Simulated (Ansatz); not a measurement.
# How far is PAW off for Re?

```yaml
crystal:
  lattice:
    - [-1.55703, 1.55703, 1.55703]
    - [1.55703, -1.55703, 1.55703]
    - [1.55703, 1.55703, -1.55703]
  atoms:
    - { symbol: Re, position: [0.00000, 0.00000, 0.00000] }
```

The conventional cell has a = 3.114 Å, b = 3.114 Å, c = 3.114 Å, α = 90.00°, β = 90.00°, γ = 90.00°. Around Re (atom 1) lie 8 Re at 2.70 Å.

The structure comes from a relaxation in the same program, started in the bcc type, and has space group Im-3m. Whether it is a known phase or the ground state wasn't checked.

Spin polarisation is left out, and whether a magnetic state lies lower isn't shown here.

Spin–orbit coupling is left out, though it moves levels of the heavy atoms by tenths of an eV or more.

All numbers are computed: DFT, PBE, PAW with Ansatz's default frozen-core files, scalar-relativistic (Ansatz 0.2.0); DFT, PBE, all-electron PAW with datasets made for the crystal, scalar-relativistic (Ansatz 0.2.0); DFT, PBE, all-electron LAPW, scalar-relativistic (Ansatz 0.2.0).

For PAW: a Γ-centred 15×15×15 k mesh, Fermi–Dirac smearing of 0.05 eV, cutoff 420 eV, no spin polarisation. The crystal-made all-electron datasets (AE datasets) take a cutoff of 280 eV at this cell. LAPW targets a basis error of 0.25 meV/atom. The Ansatz runs share mesh, smearing and spin set-up. Plane-wave (PAW) pressures include the program's estimate of the Pulay term.

Stress and pressure are positive in compression.

Levels count from the Fermi level.

```csv
quantity,PAW,AE datasets,LAPW
pressure (GPa),0.00,0.09,0.09
highest filled level at P (eV),-4.131,-4.132,-4.132
lowest empty level at P (eV),1.661,1.661,1.661
highest filled level at H (eV),-6.914,-6.913,-6.913
lowest empty level at H (eV),3.463,3.462,3.462
highest filled level at N (eV),-0.074,-0.076,-0.076
lowest empty level at N (eV),0.644,0.644,0.644
```

PAW's pressure differs from the LAPW value by -0.09 GPa. Datasets made for the crystal and LAPW share parts of one code, so their agreement isn't an independent check.
